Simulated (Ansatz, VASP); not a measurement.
# As: VASP beside Ansatz, part 2 of 2

One calculation is typed for both programs; each brings its own data sets. How far apart do they land? The cell is taken from a series of runs on this material, whose earlier steps may have relaxed, scaled, displaced or heated it; both programs get it as it stands.

VASP 6.6.1 and Ansatz 0.2.0.

So far: VASP: single point, PBE, pair 1; Ansatz: single point, PBE, pair 1; Differences; VASP: single point, PBE, pair 2; Ansatz: single point, PBE, pair 2; Side by side.

### Step 8. VASP: single point, PBE, pair 3

Level of this step: PBE; plane waves and PAW (As) (VASP).

A single point takes one fixed geometry, so differences don't come from the geometry; what else differs is listed under the comparison.

INCAR reads:

```
SYSTEM = As
PREC = Accurate
ENCUT = 400
EDIFF = 1E-06
NELM = 120
ISMEAR = -1
SIGMA = 0.02
LREAL = .FALSE.
ALGO = Normal
GGA = PE
NBANDS = 16
LORBIT = 11
LWAVE = .FALSE.
LCHARG = .FALSE.
ISIF = 2
LDIPOL = .TRUE.
IDIPOL = 3
DIPOL = 0.5 0.5 0.5
LVHAR = .TRUE.
LASPH = .TRUE.
GGA_COMPAT = .FALSE.
EFERMI = MIDGAP
NELMDL = -8
KPAR = 2
```

POSCAR reads:

```
As
1.0
    4.5882672083      0.0000000000      0.0000000000
    0.0000000000      3.7340351249      0.0000000000
    0.0000000000      0.0000000000     28.0000000000
As
4
Direct
    0.0657086916      0.0000000000      0.5429450605
    0.4342913084      0.5000000000      0.5429450605
    0.5657086916      0.5000000000      0.4570549395
    0.9342913084      0.0000000000      0.4570549395
```

KPOINTS reads:

```
Automatic mesh
0
Gamma
4 6 1
0 0 0
```

Potentials, in the order of the species: As (PBE family, release 64).

Launch:

```
$ mpirun -np 2 vasp_std
```

Numbers of over 12 decimals in the logs are rounded to 6 here.

The log of the run:

```text
[... set-up lines as in an earlier step ...]
 entering main loop
       N       E                     dE             d eps       ncg     rms          rms(c)
DAV:   1     0.126417119445E+03    0.12642E+03   -0.50355E+03   384   0.674E+02
DAV:   2    -0.205496631534E+01   -0.12847E+03   -0.12316E+03   576   0.133E+02
DAV:   3    -0.182616514045E+02   -0.16207E+02   -0.15984E+02   544   0.577E+01
DAV:   4    -0.186318846892E+02   -0.37023E+00   -0.36950E+00   520   0.110E+01
[...]
DAV:  21    -0.185265468671E+02   -0.85544E-05   -0.30321E-07   400   0.156E-03    0.288E-04
DAV:  22    -0.185265485384E+02   -0.16713E-05   -0.32323E-08   384   0.600E-04    0.204E-04
DAV:  23    -0.185265492715E+02   -0.73313E-06   -0.84941E-09   328   0.314E-04
   1 F= -.18526549E+02 E0= -.18526549E+02  d E =-.544253E-10
```

Parts of OUTCAR (step 8):

```text
  Total        0.1862415      0.2803289      0.2608194      0.0000000      0.0000000      0.0000000
  in kB        0.6220165      0.9362531      0.8710945      0.0000000      0.0000000      0.0000000
  external PRESSURE =       0.8097881 kB  Pullay stress =       0.0000000 kB

 POSITION                                       TOTAL-FORCE (eV/Angst)
 -----------------------------------------------------------------------------------
      0.30149      0.00000     15.20246        -0.021486      0.000000      0.056967
      1.99264      1.86702     15.20246         0.021486     -0.000000      0.056967
      2.59562      1.86702     12.79754        -0.021486      0.000000     -0.056967
      4.28678      0.00000     12.79754         0.021486     -0.000000     -0.056967
 -----------------------------------------------------------------------------------
    total drift:                               -0.000000      0.000000      0.000000

  FREE ENERGIE OF THE ION-ELECTRON SYSTEM (eV)
  ---------------------------------------------------
  free  energy   TOTEN  =       -18.5265492715 eV

  energy  without entropy=      -18.5265492715  energy(sigma->0) =      -18.52654927

[... 1 part as in an earlier step ...]

[... 2 further parts left out ...]
[key lines of the parts left out:]
E-fermi :  -2.4996
```

### Step 9. Ansatz: single point, PBE, pair 3

The same cell, functional, mesh and smearing now go to Ansatz, which takes its cutoff from its data sets.

The cell is taken from a series of runs on this material, whose earlier steps may have relaxed, scaled, displaced or heated it; both programs get it as it stands.

input.yaml reads:

```yaml
crystal:
  lattice:
    - [4.5882672083, 0.0, 0.0]
    - [0.0, 3.7340351249, 0.0]
    - [0.0, 0.0, 28.0]
  atoms:
    - { symbol: As, position: [0.0657086916, 0.0, 0.5429450605] }
    - { symbol: As, position: [0.4342913084, 0.5, 0.5429450605] }
    - { symbol: As, position: [0.5657086916, 0.5, 0.4570549395] }
    - { symbol: As, position: [0.9342913084, 0.0, 0.4570549395] }
  periodic: [true, true, false]
kpoints:
  mp_grid: { grid: [4, 6, 1] }
  band_path:
    path:
      - [0.0, 0.0, 0.0]
      - [0.5, 0.0, 0.0]
      - [0.5, 0.5, 0.0]
      - [0.0, 0.5, 0.0]
      - [0.35, 0.0, 0.0]
    npoints: 1
hamiltonian:
  xc: pbe
  pseudopotentials: { kind: paw, azcp: { folder: soft_1 } }
scf:
  occupations: { method: fermi_dirac, width: 0.02 }
  n_extra_bands: 5
output:
  eigenvalues: true
```

Launch:

```
$ ansatz run input.yaml --threads 8 --pin off --max-ram 17510MiB --backend cpu --events-out ev --progress --plain --runs-dir out
```

The log of the run:

```text
[...]
Crystal: 4 atoms, lattice volume = 479.717 Å³
Basis set: ecut = 420 eV, 9375 PW (Γ)
Bands: 35, of which v1, the nominal top of the filled ones, is band 30 counted from 1 (29 counted from 0)
Symmetry: 8 space group operations
[...]
k-points: 12 of 24
[...]
k-point 1: bands = [... 26 lower, -8.0314, -6.4036, -6.0095, -4.8590, -3.5157, -2.5062, -1.4848 (-1.4848°), -1.0596, ... 1 higher]
  k-point 2: bands = [... 26 lower, -7.3948, -6.6446, -6.0273, -5.6016, -3.5904, -2.8930, -2.6020, -2.0995, ... 1 higher]
  k-point 11: bands = [... 26 lower, -8.4381, -8.4381, -6.0354, -6.0354, -1.8949, -1.8949, 0.0236, 0.0236, ... 1 higher]
  ° read free of the cell's end (the report's vacuum.weakly_bound_levels)
[key lines of the parts left out:]
SCF converged after 7 iterations
Free energy (F): -19424.422096 eV
Fermi energy:    -4.191565 eV
```

### Step 10. Side by side

What differs besides the data sets and the points named for the pairs above, as far as they apply: the data sets hold 60 valence electrons in Ansatz (on its PAW soft_1 files) and 20 in VASP. Total energies have different zeros and are not compared.

The two programs side by side:

```tsv
quantity	Ansatz	VASP	difference
gap on the k mesh (eV)	0.852	0.841	+0.012
```

A gap on the mesh is an upper bound, since the band edges may lie between its points. Where the cell holds vacuum, a pressure given here is an average over it and none of the material.

### Step 11. Outcome

```yaml
difference_in_gap_on_the_k_mesh_single_point_pbe_pair_1: 0.012 eV
difference_in_gap_on_the_k_mesh_single_point_pbe_pair_2: 0.012 eV
difference_in_gap_on_the_k_mesh_single_point_pbe_pair_3: 0.012 eV
```

What this shows: The difference in gap on the k mesh is 0.012 eV (single point, PBE, pair 1), within the 0.08 eV picked in this series as the mark of a large difference. The data sets hold unlike numbers of valence electrons (60 in Ansatz and 20 in VASP), so part of the differences may come from the potentials. 3 further pairs of this series are not shown here. How closely two codes agree says nothing of how well the functional describes the real material.

[Lines on the potential files, build, host, timing and source positions are cut from VASP's logs without a mark.]

[Logs are printed without paths, hosts, clocks, repeated set-up lines and the standing remarks that a program may print on its own settings, such as how far it seeks lower states.]

[Hosts, paths, dates, database ids (printed as entryN), source tags and the programs' standing remarks are cut or masked in the printed files.]
